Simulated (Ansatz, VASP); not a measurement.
# SnSe2: VASP beside Ansatz

Contents of INCAR:

```
PREC = Accurate ; ENCUT = 520
EDIFF = 1E-7 ; ISMEAR = 0
SIGMA = 0.05 ; LREAL = F
LASPH = T ; NELM = 60
ALGO = Normal ; ISIF = 2
LWAVE = F ; LCHARG = F
GGA = PS ; IVDW = 12
NBANDS = 20
```

KPOINTS

```
Automatic mesh
0
Gamma
  12 12 6
```

POSCAR

```
SnSe2
1.0
    3.5061188790      0.0000000000      0.0000000000
   -1.7530594395      3.0363880179      0.0000000000
    0.0000000000      0.0000000000      6.3824800000
Sn Se
1 2
Direct
    0.0000000000      0.0000000000      0.0000000000
    0.3333333333      0.6666666667      0.2500000000
    0.6666666667      0.3333333333      0.7500000000
```

Input for Ansatz:

```yaml
crystal:
  lattice:
    - [3.506118879, 0.0, 0.0]
    - [-1.7530594395, 3.0363880179, 0.0]
    - [0.0, 0.0, 6.38248]
  atoms:
    - { symbol: Sn, position: [0.0, 0.0, 0.0] }
    - { symbol: Se, position: [0.3333333333, 0.6666666667, 0.25] }
    - { symbol: Se, position: [0.6666666667, 0.3333333333, 0.75] }
basis:
  ecutwfc: 420
kpoints:
  mp_grid: { grid: [12, 12, 6] }
hamiltonian:
  xc: pbesol
  dispersion: d3bj
scf:
  occupations: { method: gaussian, width: 0.05 }
output:
  forces: true
  stress: true
  eigenvalues: true
```

Change from the starting cell: strain -0.080 along x and y, +0.040 along z, atoms carried along.

Alike in both runs: task single point; functional PBEsol; dispersion D3(BJ); k mesh 12 × 12 × 6; occupations gaussian, width 0.05 eV; no spin polarisation.

|  | VASP | Ansatz |
| --- | --- | --- |
| version | VASP 6.6.1 | Ansatz 0.2.0 |
| potentials or method | VASP PAW PBE potentials, release 64 (Sn_d, Se) | scalar-relativistic, plane waves, PAW |
| plane-wave cutoff (eV) | 520 | 420 |
| valence electrons in the cell | 26 | 46 |

```csv
,VASP,Ansatz,Ansatz less VASP
gap on the k mesh at the Fermi level (eV),0.24,0.25,+0.005
least direct gap on the mesh (eV),1.13,1.14,+0.005
pressure (GPa),13.0,12.8,-0.23
largest component of the traceless stress (GPa),5.81,5.85,+0.039
rms of the force components (eV/Å),0.601,0.583,-0.0177
```

Atom by atom the forces differ by 0.018 eV/Å (rms over components). The two sets of potentials don't hold the same shells in valence.

Caveats: the PAW data sets were made with another functional, which shifts forces and pressure a little (VASP); spin-orbit coupling is left out, which moves the levels of the heavy elements; the cell's inner coordinates are idealised or old, which leaves forces on the atoms.
